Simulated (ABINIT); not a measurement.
# La2O3 (P-3m1) in ABINIT: single point with LDA

Aim: the single point of La2O3 with LDA.

Everything below comes from runs of ABINIT 10.8.3 (patched build). Logs are shortened: lines on timing, memory, paths and dates and some standing lists are left out, and cuts for length are marked. The log counts tension as positive stress, the text compression.

### Step 1. The structure

The structure is trigonal, space group P-3m1 (No. 164). Conventional cell: a = 3.931 Å, b = 3.931 Å, c = 6.112 Å, α = 90.00°, β = 90.00°, γ = 120.00°. La (site symmetry 3m) is surrounded by 4 O at 2.36 to 2.44 Å. O (site symmetry -3m) is surrounded by 6 La at 2.72 Å. O (site symmetry 3m) has 4 La at 2.36 to 2.44 Å as nearest neighbours.

The cell is a database's computed one.

### Step 2. Single point, LDA

The input, run.abi:

```
# Pseudopotentials
pp_dirpath "./"
pseudos "La.LDA_PW-JTH.xml, O.LDA_PW-JTH.xml"

# Structure
acell 7.4280936462 7.4280936462 11.5499182392
rprim
     1.0000000000     0.0000000000     0.0000000000
    -0.5000000000     0.8660254038     0.0000000000
     0.0000000000     0.0000000000     1.0000000000
ntypat 2
znucl 57 8
natom 5
typat 1 1 2 2 2
xred
     0.3333333333     0.6666666667     0.2462356800
     0.6666666667     0.3333333333     0.7537643200
     0.0000000000     0.0000000000     0.0000000000
     0.3333333333     0.6666666667     0.6458906500
     0.6666666667     0.3333333333     0.3541093500

# Plane-wave basis
ecut 19.0
pawecutdg 38.0

# k points
kptopt 1
ngkpt 6 6 4
nshiftk 1
shiftk 0.0 0.0 0.0

# Exchange and correlation
ixc 7

# Bands and occupations
nband 27
occopt 3
tsmear 0.00183747

# SCF cycle
nstep 100
tolvrs 1.0e-9

# Output
iomode 3
prtwf 0
prtden 0
prteig 0
prtebands 0
enunit 1
```

Potentials or basis: JTH PAW LDA v2.0.

Run with:

```
> abinit run.abi > log 2>&1
```

run.abo:

```text
.Version 10.8.3 of ABINIT
 Symmetries : space group P-3 m 1 (#164); Bravais hP (primitive hexag.)
================================================================================
 Values of the parameters that define the memory need of the present run
     intxc =       0    ionmov =       0      iscf =      17    lmnmax =      32
     lnmax =       8     mgfft =      48  mpssoang =       4    mqgrid =    3206
     natom =       5  nloc_mem =       2    nspden =       1   nspinor =       1
    nsppol =       1      nsym =      12    n1xccc =       1    ntypat =       2
    occopt =       3   xclevel =       1
       mpw =        2214          nfft =       43200          nkpt =          24
 PAW method is used; the additional fine FFT grid is defined by:
   mgfftf=        72    nfftf =    145800
================================================================================
================================================================================

--------------------------------------------------------------------------------
------------- Echo of variables that govern the present computation ------------
--------------------------------------------------------------------------------
 -outvars: echo values of preprocessed input variables --------
            acell      7.4280936462E+00  7.4280936462E+00  1.1549918239E+01 Bohr
              amu      1.38905500E+02  1.59994000E+01
             ecut      1.90000000E+01 Hartree
           enunit           1
              ixc           7
         kptrlatt        6    0    0      0    6    0      0    0    4
          kptrlen      4.45685619E+01
            natom           5
            nband          27
            ngfft          30      30      48
          ngfftdg          45      45      72
             nkpt          24
            nstep         100
             nsym          12
           ntypat           2
           occopt           3
        pawecutdg      3.80000000E+01 Hartree
           prtden           0
        prtebands           0
           prteig           0
            prtwf           0
            rprim      1.0000000000E+00  0.0000000000E+00  0.0000000000E+00
                      -5.0000000000E-01  8.6602540380E-01  0.0000000000E+00
                       0.0000000000E+00  0.0000000000E+00  1.0000000000E+00
          spgroup         164
           tolvrs      1.00000000E-09
           tsmear      1.83747000E-03 Hartree
            typat      1  1  2  2  2
           useylm           1
           xangst     -1.0633377011E-16  2.2694356645E+00  1.5049810301E+00
                       1.9653889377E+00  1.1347178323E+00  4.6069724857E+00
                       7.2734001698E-17  0.0000000000E+00  0.0000000000E+00
                      -1.0633377011E-16  2.2694356645E+00  3.9476536291E+00
                       1.9653889377E+00  1.1347178323E+00  2.1642998867E+00
            xcart     -2.0094170344E-16  4.2886118663E+00  2.8440019716E+00
                       3.7140468231E+00  2.1443059331E+00  8.7059162676E+00
                       1.3744734325E-16  0.0000000000E+00  0.0000000000E+00
                      -2.0094170344E-16  4.2886118663E+00  7.4599841990E+00
                       3.7140468231E+00  2.1443059331E+00  4.0899340402E+00
             xred      3.3333333333E-01  6.6666666667E-01  2.4623568000E-01
                       6.6666666667E-01  3.3333333333E-01  7.5376432000E-01
                       1.8503717077E-17  0.0000000000E+00  0.0000000000E+00
                       3.3333333333E-01  6.6666666667E-01  6.4589065000E-01
                       6.6666666667E-01  3.3333333333E-01  3.5410935000E-01
            znucl       57.00000    8.00000

================================================================================

 chkinp: Checking input parameters for consistency.

================================================================================
== DATASET  1 ==================================================================

--- !DatasetInfo
iteration_state: {dtset: 1, }
dimensions: {natom: 5, nkpt: 24, mband: 27, nsppol: 1, nspinor: 1, nspden: 1, mpw: 2214, }
cutoff_energies: {ecut:  19.0, pawecutdg:  38.0, }
electrons: {nelect:   4.00000000E+01, charge:   0.00000000E+00, occopt:   3.00000000E+00, tsmear:   1.83747000E-03, }
meta: {optdriver: 0, ionmov: 0, optcell: 0, iscf: 17, paral_kgb: 0, }
...

 Exchange-correlation functional for the present dataset will be:
  LDA: Perdew-Wang 92 LSD fit to Ceperley-Alder data - ixc=7
  J.P.Perdew and Y.Wang, PRB 45, 13244 (1992)

 Real(R)+Recip(G) space primitive vectors, cartesian coordinates (Bohr,Bohr^-1):
 R(1)=  7.4280936  0.0000000  0.0000000  G(1)=  0.1346240  0.0777252  0.0000000
 R(2)= -3.7140468  6.4329178  0.0000000  G(2)=  0.0000000  0.1554505  0.0000000
 R(3)=  0.0000000  0.0000000 11.5499182  G(3)=  0.0000000  0.0000000  0.0865807
 Unit cell volume ucvol=  5.5190494E+02 bohr^3
 Angles (23,13,12)=  9.00000000E+01  9.00000000E+01  1.20000000E+02 degrees

 Coarse grid specifications (used for wave-functions):

 getcut: wavevector=  0.0000  0.0000  0.0000  ngfft=  30  30  48
         ecut(hartree)=     19.000   => boxcut(ratio)=   2.05979

 Fine grid specifications (used for densities):

 getcut: wavevector=  0.0000  0.0000  0.0000  ngfft=  45  45  72
         ecut(hartree)=     38.000   => boxcut(ratio)=   2.13461

--- Pseudopotential description ------------------------------------------------
- pspini: atom type   1  psp file is ./La.LDA_PW-JTH.xml
 Pseudopotential format is: paw10
 basis_size (lnmax)=  8 (lmn_size= 32), orbitals=   0   0   1   1   2   2   3   3
 Spheres core radius: rc_sph= 2.51647158
 Shapefunction is SIN type: shapef(r)=[sin(pi*r/rshp)/(pi*r/rshp)]**2
 Radius for shape functions =  1.95079210
 Compensation charge density is not taken into account in XC energy/potential
[... 58 lines left out ...]
entropy   :   0.00000000E+00
fermie    :   1.71797305E-01
cartesian_stress_tensor: # hartree/bohr^3
- [  2.00921616E-04,   0.00000000E+00,   0.00000000E+00, ]
- [  0.00000000E+00,   2.00921615E-04,   0.00000000E+00, ]
- [  0.00000000E+00,   0.00000000E+00,   1.90847262E-04, ]
pressure_GPa:  -5.8125E+00
xred      :
- [  3.3333E-01,   6.6667E-01,   2.4624E-01, La]
- [  6.6667E-01,   3.3333E-01,   7.5376E-01, La]
- [  1.8504E-17,   0.0000E+00,   0.0000E+00,  O]
- [  3.3333E-01,   6.6667E-01,   6.4589E-01,  O]
- [  6.6667E-01,   3.3333E-01,   3.5411E-01,  O]
cartesian_forces: # hartree/bohr
- [  5.21992493E-28,  -3.68344174E-28,   1.86381659E-03, ]
- [ -4.92992910E-28,  -6.19487930E-28,  -1.86381659E-03, ]
- [ -2.02997081E-28,   2.17657921E-28,  -0.00000000E+00, ]
- [ -2.02997081E-28,  -4.52058760E-28,  -4.58717866E-04, ]
- [  3.76994578E-28,   1.22223294E-27,   4.58717866E-04, ]
force_length_stats: {min:   2.97628603E-28, max:   1.86381659E-03, mean:   9.29013782E-04, }
...

 Integrated electronic density in atomic spheres:
 ------------------------------------------------
 Atom  Sphere_radius  Integrated_density
    1        2.51647          7.96667966
    2        2.51647          7.96667966
    3        1.41465          4.46817750
    4        1.41465          4.53883104
    5        1.41465          4.53883104

================================================================================

 ----iterations are completed or convergence reached----

 Mean square residual over all n,k,spin=   57.784E-08; max=  10.005E-05
 reduced coordinates (array xred) for    5 atoms
       0.333333333333      0.666666666667      0.246235680000
       0.666666666667      0.333333333333      0.753764320000
       0.000000000000      0.000000000000      0.000000000000
       0.333333333333      0.666666666667      0.645890650000
       0.666666666667      0.333333333333      0.354109350000
 rms dE/dt=  8.0951E-03; max dE/dt=  2.1527E-02; dE/dt below (all hartree)
    1      -0.000000000000      0.000000000000     -0.021526929205
    2       0.000000000000      0.000000000000      0.021526929205
    3       0.000000000000      0.000000000000      0.000000000000
    4       0.000000000000      0.000000000000      0.005298153849
    5      -0.000000000000     -0.000000000000     -0.005298153849

 cartesian coordinates (angstrom) at end:
    1     -0.00000000000000     2.26943566450203     1.50498103009907
    2      1.96538893767786     1.13471783225102     4.60697248573206
    3      0.00000000000000     0.00000000000000     0.00000000000000
    4     -0.00000000000000     2.26943566450203     3.94765362910995
    5      1.96538893767786     1.13471783225102     2.16429988672117

 cartesian forces (hartree/bohr) at end:
    1      0.00000000000000    -0.00000000000000     0.00186381658806
    2     -0.00000000000000    -0.00000000000000    -0.00186381658806
    3     -0.00000000000000     0.00000000000000    -0.00000000000000
    4     -0.00000000000000    -0.00000000000000    -0.00045871786617
    5      0.00000000000000     0.00000000000000     0.00045871786617
 frms,max,avg= 7.0087891E-04 1.8638166E-03   0.000E+00  0.000E+00  0.000E+00 h/b

 cartesian forces (eV/Angstrom) at end:
    1      0.00000000000000    -0.00000000000000     0.09584130241988
    2     -0.00000000000000    -0.00000000000000    -0.09584130241988
    3     -0.00000000000000     0.00000000000000    -0.00000000000000
    4     -0.00000000000000    -0.00000000000000    -0.02358822108303
    5      0.00000000000000     0.00000000000000     0.02358822108303
 frms,max,avg= 3.6040643E-02 9.5841302E-02   0.000E+00  0.000E+00  0.000E+00 e/A
 length scales=  7.428093646200  7.428093646200 11.549918239200 bohr
              =  3.930777875356  3.930777875356  6.111953515831 angstroms
 Fermi (or HOMO) energy (eV) =   4.67484   Average Vxc (eV)= -11.25538
 Eigenvalues (   eV  ) for nkpt=  24  k points:
 kpt#   1, nband= 27, wtk=  0.00694, kpt=  0.0000  0.0000  0.0000 (reduced coord)
 -27.29488  -27.04857  -14.25377  -12.89202  -12.49316  -10.70970  -10.70970  -10.46753
 -10.46753  -10.35486   -9.51686    0.06118    0.06118    0.26231    0.26231    0.38156
   0.76544    2.08086    2.08086    2.35094    6.62358    6.99506    6.99506    7.51177
   7.80224    7.80227    7.81057
 prteigrs : prtvol=0 or 1, do not print more k-points.

--- !EnergyTerms
iteration_state     : {dtset: 1, }
comment             : Components of total free energy in Hartree
kinetic             :  4.21274314165394E+01
hartree             :  1.96508502965918E+01
xc                  : -2.96545967477371E+01
Ewald energy        : -9.79164539215112E+01
psp_core            :  1.02447517087854E+01
local_psp           : -6.32427132195670E+01
PAW spherical_terms :  5.57981519485089E+00
internal            : -1.13210915272048E+02
'-kT*entropy'       :  3.13318366511769E-15
total_energy        : -1.13210915272048E+02
total_energy_eV     : -3.08062594272872E+03
...

--- !EnergyTermsDC
iteration_state     : {dtset: 1, }
comment             : '"Double-counting" decomposition of free energy'
band_energy         : -1.07700907163298E+01
Ewald energy        : -9.79164539215112E+01
psp_core            :  1.02447517087854E+01
xc_dc               : -2.08983551697420E+01
PAW spherical_terms :  6.12923364261504E+00
internal            : -1.13210914456183E+02
'-kT*entropy'       :  3.13318366511769E-15
total_energy_dc     : -1.13210914456183E+02
total_energy_dc_eV  : -3.08062592052790E+03
...

--- !EnergyTermsWithPAWCore
iteration_state     : {dtset: 1, }
comment             : 'Components of total free energy, including PAW core contributions'
Total energy        : -1.71989963600045E+04
Total energy DC     : -1.71989963591886E+04
Total energy (eV)   : -4.68008532995303E+05
Total energy DC (eV): -4.68008532973102E+05
...

 Cartesian components of stress tensor (hartree/bohr^3)
  sigma(1 1)=  2.00921616E-04  sigma(3 2)=  0.00000000E+00
  sigma(2 2)=  2.00921615E-04  sigma(3 1)=  0.00000000E+00
  sigma(3 3)=  1.90847262E-04  sigma(2 1)=  0.00000000E+00

-Cartesian components of stress tensor (GPa)         [Pressure= -5.8125E+00 GPa]
- sigma(1 1)=  5.91131803E+00  sigma(3 2)=  0.00000000E+00
- sigma(2 2)=  5.91131801E+00  sigma(3 1)=  0.00000000E+00
- sigma(3 3)=  5.61492029E+00  sigma(2 1)=  0.00000000E+00

== END DATASET(S) ==============================================================
================================================================================

 -outvars: echo values of variables after computation  --------
            acell      7.4280936462E+00  7.4280936462E+00  1.1549918239E+01 Bohr
           etotal     -1.1321091446E+02
            fcart      5.2199249310E-28 -3.6834417449E-28  1.8638165881E-03
                      -4.9299291015E-28 -6.1948792982E-28 -1.8638165881E-03
                      -2.0299708065E-28  2.1765792129E-28 -0.0000000000E+00
                      -2.0299708065E-28 -4.5205875960E-28 -4.5871786617E-04
                       3.7699457835E-28  1.2222329426E-27  4.5871786617E-04
            rprim      1.0000000000E+00  0.0000000000E+00  0.0000000000E+00
                      -5.0000000000E-01  8.6602540380E-01  0.0000000000E+00
                       0.0000000000E+00  0.0000000000E+00  1.0000000000E+00
           strten      2.0092161602E-04  2.0092161534E-04  1.9084726154E-04
                       0.0000000000E+00  0.0000000000E+00  0.0000000000E+00
           xangst     -1.0633377011E-16  2.2694356645E+00  1.5049810301E+00
                       1.9653889377E+00  1.1347178323E+00  4.6069724857E+00
                       7.2734001698E-17  0.0000000000E+00  0.0000000000E+00
                      -1.0633377011E-16  2.2694356645E+00  3.9476536291E+00
                       1.9653889377E+00  1.1347178323E+00  2.1642998867E+00
             xred      3.3333333333E-01  6.6666666667E-01  2.4623568000E-01
                       6.6666666667E-01  3.3333333333E-01  7.5376432000E-01
                       1.8503717077E-17  0.0000000000E+00  0.0000000000E+00
                       3.3333333333E-01  6.6666666667E-01  6.4589065000E-01
                       6.6666666667E-01  3.3333333333E-01  3.5410935000E-01
 Calculation completed.
```

Run time: 69 s. Hardware: 1 thread of Arm Neoverse V2, shared host; peak memory 0.16 GiB.

Results:

```
Free energy                                           : -3080.6259 eV
Pressure                                              : -5.8 GPa
Largest force                                         : 0.096 eV/Å
Band gap on the k mesh                                : 3.73 eV, indirect (least direct gap 3.82 eV)
Valence electrons inside the program's atomic spheres : La 7.97; O 4.47, 4.54
```

Forces in eV/Å, atoms in the order of the input:
```
La   0.000  0.000  0.096
La   0.000  0.000 -0.096
O    0.000  0.000  0.000
O    0.000  0.000 -0.024
O    0.000  0.000  0.024
```

Caveat: spin-orbit coupling is left out, which moves the levels of the heavy elements. A k mesh can miss the band edges.
